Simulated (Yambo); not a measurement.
**C in Yambo: convergence with bands in self energy**

The system is C.

```
CELL_PARAMETERS angstrom
0.00000 1.75927 1.75927
1.75927 0.00000 1.75927
1.75927 1.75927 0.00000
ATOMIC_POSITIONS crystal
C 0.75000 0.75000 0.75000
C 0.50000 0.50000 0.50000
```

This isn't the form of C at room conditions, which is graphite.

The cell isn't the ideal one: cell squeezed.

| Property | Result |
| --- | --- |
| Program | Yambo 5.3.0 |
| Task | G0W0 quasiparticle levels |
| Functional | PBE |
| Potentials or basis | SG15 PBE 1.2 |
| Cutoff | 952 eV |
| Density cutoff | 3810 eV |
| k mesh | 6 × 6 × 6 |
| Occupations | fixed |
| Spin | no spin polarisation |
| k mesh of the self-consistent run | 12 × 12 × 12 |
| Random integration of the Coulomb term | yes |
| Direction of the field or of q to 0 | x + y + z |
| Broadening | 0.1 eV |
| States corrected | Γ and the k points of the band edges |
| Frequency dependence of W | plasmon pole |
| Terminator of the band sum in the self-energy | none |
| Quasiparticle equation | linearised (Newton) |
| Imaginary frequency of the plasmon-pole fit | 27.2114 eV |
| Bands in the response | 104 |
| Bands in the self-energy | 9 |
| Cutoff of the response matrix | 18 Ry |
| Cutoff of exchange and Vxc | 70 Ry |
| Bands corrected (first, last) | [4, 5] |

These are the settings of the first run; the series varies bands in self energy, with any setting tied to it.

| bands in self energy | quasiparticle gap at the points computed (eV) |
| --- | --- |
| 9 | 5.503 |
| 14 | 5.545 |
| 24 | 5.572 |
| 44 | 5.609 |
| 104 | 5.646 |

Against the tightest run, the quasiparticle gap at the points computed stays within 0.05 eV from 44 on. The tightest run that finished is the yardstick and may itself not be fully converged.

Caveat, for the tightest run too: the k mesh is coarse (spacing up to 0.52 Å⁻¹), so the values aren't converged; this version prints the column dSc/dw multiplied by 27.2.
